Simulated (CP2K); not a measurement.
Rh in CP2K: convergence with eps scf

Crystal: Rh.

```xyz
1
Lattice="2.6879 0.0000 0.0000 1.3943 2.3023 0.0000 1.4350 0.7861 2.2092" Properties=species:S:1:pos:R:3 pbc="T T T"
Rh    0.0153   -0.0032   -0.0140
```

The cell isn't the ideal one: cell strained at random at fixed volume.

- Program: CP2K 2026.2
- Task: single point
- Functional: RPBE
- Potentials or basis: GTH_POTENTIALS Rh GTH-PBE-q17; DZVP-MOLOPT-SR-GTH basis
- Density cutoff: 6123 eV
- k mesh: 9 × 9 × 9
- Occupations: fermi-dirac, width 0.05 eV
- Spin: no spin polarisation

These are the settings of the first run; the series varies eps scf, with any setting tied to it.

Hardware: 1 thread of Arm Neoverse V1 (shared host).

| eps scf | energy less the tightest run, at zero smearing (meV/atom) | SCF cycles | CPU time (s) | peak memory (GiB) |
| --- | --- | --- | --- | --- |
| 1.0E-3 | 0.00 | 7 | 67 | 0.26 |
| 1.0E-4 | 0.00 | 8 | 73 | 0.26 |
| 1.0E-5 | 0.00 | 10 | 87 | 0.26 |
| 1.0E-6 | 0.00 | 12 | 98 | 0.26 |
| 1.0E-7 | 0.00 | 12 | 100 | 0.26 |
| 1.0E-8 | 0.00 | 15 | 120 | 0.26 |

Against the tightest run, the energy stays within 1 meV/atom from 1.0E-3 on. The tightest run that finished is the yardstick and may itself not be fully converged.
